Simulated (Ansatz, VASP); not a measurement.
**Two plane-wave programs on MgF2**

```
CELL_PARAMETERS angstrom
4.69760 0.00000 0.00000
0.00000 4.69760 0.00000
0.00000 0.00000 3.09307
ATOMIC_POSITIONS crystal
Mg 0.00000 0.00000 0.00000
Mg 0.50000 0.50000 0.50000
F 0.30356 0.30356 0.00000
F 0.19644 0.80356 0.50000
F 0.69644 0.69644 0.00000
F 0.80356 0.19644 0.50000
```

Alike in both runs: functional PBE; k mesh 6 × 6 × 8; occupations gaussian, width 0.02 eV; no spin polarisation.

Ansatz relaxed the structure, and its values are those at the end. VASP's run is a single point on that final structure, the one shown.

```csv
,VASP,Ansatz
version,VASP 6.6.1,Ansatz 0.2.0
potentials or method,"VASP PAW PBE potentials, release 64 (Mg, F)","scalar-relativistic, plane waves, PAW"
plane-wave cutoff (eV),520,420
valence electrons in the cell,32,48
```

|  | VASP | Ansatz | Ansatz less VASP |
| --- | --- | --- | --- |
| gap on the k mesh at the Fermi level (eV) | 6.79 | 6.84 | +0.041 |
| least direct gap on the mesh (eV) | 6.79 | 6.84 | +0.041 |
| pressure (GPa) | -0.8 | 0.0 | +0.82 |

The two sets of potentials don't hold the same shells in valence.

A k mesh can miss the band edges. As with any semilocal functional, this PBE gap is likely too small.
